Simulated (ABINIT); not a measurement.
The system is Na2S.

```xyz
3
Lattice="0.0000 3.2735 3.2735 3.2735 0.0000 3.2735 3.2735 3.2735 0.0000" Properties=species:S:1:pos:R:3 pbc="T T T"
S     0.0000    0.0000    0.0000
Na    4.9102    4.9102    4.9102
Na    1.6367    1.6367    1.6367
```

Base run:

```yaml
Program: ABINIT 10.8.3 (patched build)
Functional: LDA
Potentials_or_basis: JTH PAW LDA v2.0
Cutoff: 1088 eV
k_mesh: 7 × 7 × 7
Occupations: fermi-dirac, width 0.05 eV
Spin: no spin polarisation
```

Its results: band gap on the k mesh 2.22 eV, direct; pressure -2.0 GPa.

**Question.** The run is repeated on the same cell with these changes: functional from LDA to PBEsol; potentials or basis from JTH PAW LDA v2.0 to PseudoDojo NC SR PBEsol v0.4.1 standard; cutoff from 1088 eV to 1197 eV. What comes out?

**Answer.** Band gap on the k mesh 2.36 eV, direct; pressure -0.6 GPa.

Not every run made on this cell is shown here.
